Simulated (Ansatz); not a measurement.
# Si (I4_1/amd): compression over a wide range

The task here is to estimate one member of a computed series from the others.

Program: Ansatz 0.2.0. Level of theory: DFT r²SCAN, scalar-relativistic, plane waves, PAW. These are calculated values, not measurements.

## Starting point

Symmetry: I4_1/amd, No. 141, tetragonal system. Conventional cell: a = 4.803 Å, b = 4.803 Å, c = 2.644 Å, α = 90.00°, β = 90.00°, γ = 90.00°. Around Si (site symmetry -4m2) lie 6 Si at 2.49 to 2.64 Å.

As a file:

```cif
data_structure
_symmetry_space_group_name_H-M 'P 1'
_symmetry_Int_Tables_number 1
_cell_length_a 3.6444
_cell_length_b 3.6444
_cell_length_c 3.6444
_cell_angle_alpha 97.559
_cell_angle_beta 97.559
_cell_angle_gamma 137.467
_cell_volume 30.49
loop_
_atom_site_label
_atom_site_type_symbol
_atom_site_fract_x
_atom_site_fract_y
_atom_site_fract_z
_atom_site_occupancy
Si1 Si 0.25000 0.75000 0.50000 1
Si2 Si 0.50000 0.50000 0.00000 1
```

This cell comes from an earlier session at r²SCAN: 15.247 Å³/atom at 0.01 GPa, on a 18×18×18 mesh.

Set-up of the first run:

File input.yaml:

```yaml
crystal:
  lattice:
    - [-2.3690717408, 2.3690717408, 1.3039981289]
    - [2.3690717408, -2.3690717408, 1.3039981289]
    - [2.3690717408, 2.3690717408, -1.3039981289]
  atoms:
    - { symbol: Si, position: [0.25, 0.75, 0.5] }
    - { symbol: Si, position: [0.5, 0.5, 0.0] }
basis:
  ecutwfc: 500
  ecutrho_ratio: 4
kpoints:
  mp_grid: { grid: [20, 20, 20] }
hamiltonian:
  xc: r2scan
scf:
  occupations: { method: gaussian, width: 0.05 }
output:
  forces: true
  stress: true
  eigenvalues: true
relax:
  f_tol: 0.01
  max_steps: 40
  cell: { stress_tol: 0.1, fix: [volume] }
```

The run is started by

```
$ ansatz run input.yaml --threads 1 --pin off --max-ram 2560MiB --backend cpu --events-out ev --progress --plain --runs-dir out
```

Steps of the session up to this table: Volume × 0.96; Volume × 1.04; Volume × 0.92; Volume × 0.88; Volume × 0.84; Volume × 0.8; Volume × 0.76; Volume × 0.72; Volume × 0.68; Volume × 0.64.

One of the session's tables, all rows but one given; the rest of the session is left out.

```
volume (Å³/atom)  energy above the lowest (meV/atom)  pressure (GPa)
           9.758                              1460.2           123.4
          10.368                              1046.8            95.0
          10.978                               729.8            72.5
          11.588                                   ?               ?
          12.198                               312.2            39.8
          12.808                               183.7            28.1
          13.418                                95.4            18.7
          14.027                                39.3            11.1
          14.637                                 9.2             4.9
          15.247                                 0.0             0.0
          15.857                                 7.8            -3.9
```

Q: Estimate the row for volume (Å³/atom) = 11.588 from the others.

Worked estimate for «energy above the lowest (meV/atom)». A straight line through the neighbours (10.978, 729.8) and (12.198, 312.2) gives 729.8 + (312.2 − 729.8) × (11.588 − 10.978) / (12.198 − 10.978) = 521.0; a parabola fitted to 4 rows on both sides gives 489.6.

The run gave: energy above the lowest (meV/atom): 490.6; pressure (GPa): 54.4. In «energy above the lowest (meV/atom)» the line misses by +30.4 and the parabola by -1.0.

To keep in mind: The k mesh is not the same at all volumes. Other structures may be lower in enthalpy at these pressures.
